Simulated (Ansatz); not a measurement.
The crystal of SnSe (Fm-3m), relaxed at this level, has 26.70 Å³/atom and a gap on the mesh of 0.52 eV:

Space group Fm-3m (No. 225). a = 5.978 Å, b = 5.978 Å, c = 5.978 Å, α = 90.00°, β = 90.00°, γ = 90.00°
```json
{"atom": "Sn", "site": "4a", "symmetry": "m-3m", "x": "0.0000", "y": "0.0000", "z": "0.0000"}
{"atom": "Se", "site": "4b", "symmetry": "m-3m", "x": "0.5000", "y": "0.0000", "z": "0.0000"}
```

From a supercell of 16 atoms with 8 Se sites, Se atoms were taken out at random (neutral cells). Vacancies this close interact, so the results aren't those of isolated ones. Each cell was relaxed without symmetry on coarser meshes and computed once more; the crystal stands on its own mesh of 10×10×10. All numbers below come from Ansatz, DFT PBE+D3(BJ), scalar-relativistic, plane waves, PAW.

Plane waves to 420 eV, a k mesh through Γ of 5×5×5 on the computed 15-atom cell and Gaussian smearing (0.10 eV); no spin polarisation. Other cells take the settings in the table.

The relaxation ran on 2×2×2 (shifted) and then 3×3×3 k points with a smearing of 0.1 eV, from sites shaken by 0.02 Å.

Q: What do the vacancies do to volume and gap?

A: One draw a row:

```csv
atoms removed,cell volume / perfect,gap on mesh (eV),smearing (eV),P (GPa),largest force (eV/Å),relaxation
1,0.965,0.00,0.10,0.1,0.06,whole
1,0.966,0.00,0.10,0.1,0.05,whole
2,0.949,0.00,0.02,0.0,0.07,stopped early
```

The smearing is narrow for a metal on this mesh. An atom lies near a switch of its D3 coefficient C6 between reference coordination numbers, so the dispersion energy changes steeply there and can make or shift the minimum.

Cost: 6 runs of about 42 core-minutes in all (earlier runs that led there not counted), on Intel Xeon Platinum 8259CL (Skylake/Cascade Lake) (shared hosts).